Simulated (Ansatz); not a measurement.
## MgB2 under changes of volume

One of the cells (9.679 Å³/atom); the others are scaled copies at fixed shape and fractional positions:

```
Mg B
1.0
     3.08500    0.00000    0.00000
    -1.54250    2.67169    0.00000
     0.00000    0.00000    3.52300
Mg B
1 2
Direct
  0.00000 0.00000 0.00000
  0.66667 0.33333 0.50000
  0.33333 0.66667 0.50000
```

```yaml
Program: Ansatz 0.2.0
Functional: LDA
Potentials_or_basis: all-electron LAPW, scalar-relativistic
Cutoff: 272 eV (chosen from the basis error)
Basis_error_allowed: 0.002 eV/atom
k_mesh: 10 × 10 × 8
Occupations: fermi-dirac, width 0.05 eV
Spin: no spin polarisation
```

```csv
volume (Å³/atom),energy over the lowest point (meV/atom),pressure (GPa)
9.098,0.30,2.0
9.292,0.00,-1.5
9.485,?,?
9.679,11.00,-7.5
9.873,21.62,-10.1
10.066,35.23,-12.4
10.260,51.56,-14.6
```

What does the run at 9.485 Å³/atom give?

Energy over the lowest point 3.69 meV/atom; pressure -4.6 GPa.

Worked out: A Birch-Murnaghan fit of order 3 (a polynomial in V^(-2/3)) to the other rows has its minimum at 9.21 Å³/atom with B0 = V·E''(V) = 164 GPa and B' = 3.6 at fixed shape and positions, which overstates the stiffness. It gives 3.67 meV/atom at 9.485 Å³/atom, against the run's 3.69, and -dE/dV = -4.6 GPa, against -4.6.

Energies are extrapolated to zero smearing.
